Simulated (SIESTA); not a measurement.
BN:

```
N B
1.0
     1.25112    0.72234    3.37293
    -1.25112    0.72234    3.37293
     0.00000   -1.44467    3.37293
N B
1 1
Cartesian
  0.0000 0.0000 6.7517
  0.0000 0.0000 0.0033
```

The cell is a database's computed one.

Base run:

| Quantity | Value |
| --- | --- |
| Program | SIESTA 5.4.2 |
| Functional | PBEsol |
| Potentials or basis | PseudoDojo 0.4 standard (PBEsol files) |
| Basis | DZP (energy shift 0.003 Ry) |
| Grid cutoff | 800 Ry |
| Energy shift | 0.003 Ry |
| k mesh | 12 × 12 × 12 |
| Occupations | fermi-dirac, width 0.05 eV |
| Spin | no spin polarisation |

Its results: band gap on the k mesh 4.16 eV, indirect (least direct gap 4.59 eV); pressure 5.2 GPa; largest force 0.004 eV/Å.

Task: The run is repeated on the same cell with these changes: functional from PBEsol to LDA; potentials or basis from PseudoDojo 0.4 standard (PBEsol files) to PseudoDojo 0.4 standard (LDA files). What comes out?

Result: Band gap on the k mesh 4.09 eV, indirect (least direct gap 4.53 eV); pressure -0.3 GPa; largest force 0.003 eV/Å.

Caveats: the basis of atomic orbitals isn't converged, which shifts pressures, moduli and gaps.

A k mesh can miss the band edges.
